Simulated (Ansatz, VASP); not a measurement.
# I: VASP beside Ansatz

```xyz
4
Lattice="5.5518 0.0000 0.0000 -2.7759 4.8080 0.0000 0.0000 0.0000 9.7794" Properties=species:S:1:pos:R:3 pbc="T T T"
I     0.0000    0.0000    7.3346
I     0.0000    0.0000    2.4449
I     0.0000    3.2053    7.3346
I     2.7759    1.6027    2.4449
```

Alike in both runs: functional PBE; k mesh 12 × 12 × 6; occupations gaussian, width 0.1 eV; no spin polarisation.

Ansatz relaxed the structure, and its values are those at the end. VASP's run is a single point on that final structure, the one shown.

|  | VASP | Ansatz |
| --- | --- | --- |
| version | VASP 6.6.1 | Ansatz 0.2.0 |
| potentials or method | VASP PAW PBE potentials, release 64 (I) | scalar-relativistic, plane waves, PAW |
| plane-wave cutoff (eV) | 520 | 420 |
| valence electrons in the cell | 28 | 68 |

|  | VASP | Ansatz | Ansatz less VASP |
| --- | --- | --- | --- |
| gap on the k mesh at the Fermi level (eV) | none | none | - |
| pressure (GPa) | 0.0 | 0.0 | +0.02 |

A gap of «none» marks a metal or a gap that the smearing closes. The two sets of potentials don't hold the same shells in valence.

Caveats: this functional lacks dispersion, which binds the layers, so the pressure and a relaxed spacing across them are unreliable. The runs have no spin-orbit coupling, so splittings on I are missing.
